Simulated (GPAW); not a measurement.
Crystal: ZrC.

```
Zr C
1.0
     0.00000    2.36500    2.36500
     2.36500    0.00000    2.36500
     2.36500    2.36500    0.00000
Zr C
1 1
Direct
  0.50000 0.50000 0.50000
  0.00000 0.00000 0.00000
```

```yaml
Program: GPAW 26.7.0
Task: relaxation of cell and atoms
Functional: PBEsol
Potentials_or_basis: PAW data sets generated in the run's folder for this functional
Cutoff: 800 eV
Basis: pw
k_mesh: 10 × 10 × 10
Occupations: fermi-dirac, width 0.05 eV
Spin: no spin polarisation
```

At the start: pressure -9.3 GPa; volume 13.23 Å³/atom.

Question: How do energy, volume and symmetry change on relaxing?

Answer: Over 4 steps the energy falls by 16.1 meV/atom and the volume is 12.67 Å³/atom (-4.2 %); space group Fm-3m (No. 225, to 0.05 Å).

The path:
```
step  energy change (eV)  largest force (eV/Å)  pressure (GPa)  volume (Å³)
   1              0.0000                0.0000           -9.31        26.46
   2             -0.0202                0.0000           -5.93        26.02
   3             -0.0321                0.0000            0.28        25.31
   4             -0.0322                0.0000           -0.01        25.35
```

Final structure:
```cif
data_structure
_symmetry_space_group_name_H-M 'P 1'
_symmetry_Int_Tables_number 1
_cell_length_a 3.2971
_cell_length_b 3.2971
_cell_length_c 3.2971
_cell_angle_alpha 60.000
_cell_angle_beta 60.000
_cell_angle_gamma 60.000
_cell_volume 25.35
loop_
_atom_site_label
_atom_site_type_symbol
_atom_site_fract_x
_atom_site_fract_y
_atom_site_fract_z
_atom_site_occupancy
Zr1 Zr 0.50000 0.50000 0.50000 1
C1 C 0.00000 0.00000 0.00000 1
```

Caveat: later steps reuse the first step's grids.
